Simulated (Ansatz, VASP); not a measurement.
# One calculation of La, two programs

Contents of INCAR:

```
SYSTEM = La
ALGO = Normal ; EDIFF = 1E-6
ENCUT = 520 ; ISIF = 2
ISMEAR = -1 ; LASPH = .TRUE.
LCHARG = .FALSE. ; LREAL = .FALSE.
LWAVE = .FALSE. ; NBANDS = 18
NELM = 60 ; PREC = Accurate
SIGMA = 0.1
```

File KPOINTS:

```
k-points
0
G
  10 10 10
  0 0 0
```

Contents of POSCAR:

```
La
1.0
    0.0000000000      3.2144601463      3.2144601463
    3.2144601463      0.0000000000      3.2144601463
    3.2144601463      3.2144601463      0.0000000000
La
2
Direct
    0.1250000000      0.1250000000      0.1250000000
    0.8750000000      0.8750000000      0.8750000000
```

Input for Ansatz:

```yaml
crystal:
  lattice:
    - [0.0, 3.2144601463, 3.2144601463]
    - [3.2144601463, 0.0, 3.2144601463]
    - [3.2144601463, 3.2144601463, 0.0]
  atoms:
    - { symbol: La, position: [0.125, 0.125, 0.125] }
    - { symbol: La, position: [0.875, 0.875, 0.875] }
hamiltonian:
  xc: lda
  pseudopotentials:
    kind: paw
    azcp:
      La: "pseudopotentials/La.paw.azcp"
basis:
  ecutwfc: 420
  fft_grid_basis: typed
kpoints:
  mp_grid: { grid: [10, 10, 10], shift: [0, 0, 0] }
magnetization:
  spin_polarized: false
scf:
  occupations: { method: fermi_dirac, width: 0.1 }
  lower_state_search: "off"
output:
  stress: true
```

Alike in both runs: task single point; functional LDA; k mesh 10 × 10 × 10; occupations fermi-dirac, width 0.1 eV; no spin polarisation.

|  | VASP | Ansatz |
| --- | --- | --- |
| version | VASP 6.6.1 | Ansatz 0.2.0 |
| potentials or method | VASP PAW LDA potentials, release 64 (La) | plane waves (420 eV) with PAW, scalar-relativistic |
| plane-wave cutoff (eV) | 520 | 420 |
| valence electrons in the cell | 22 | 22 |

|  | VASP | Ansatz | Ansatz less VASP |
| --- | --- | --- | --- |
| pressure (GPa) | 2.6 | 2.7 | +0.07 |

Ansatz warned: «pseudo_functional_mismatch».

The runs have no spin-orbit coupling, so splittings on La are missing.
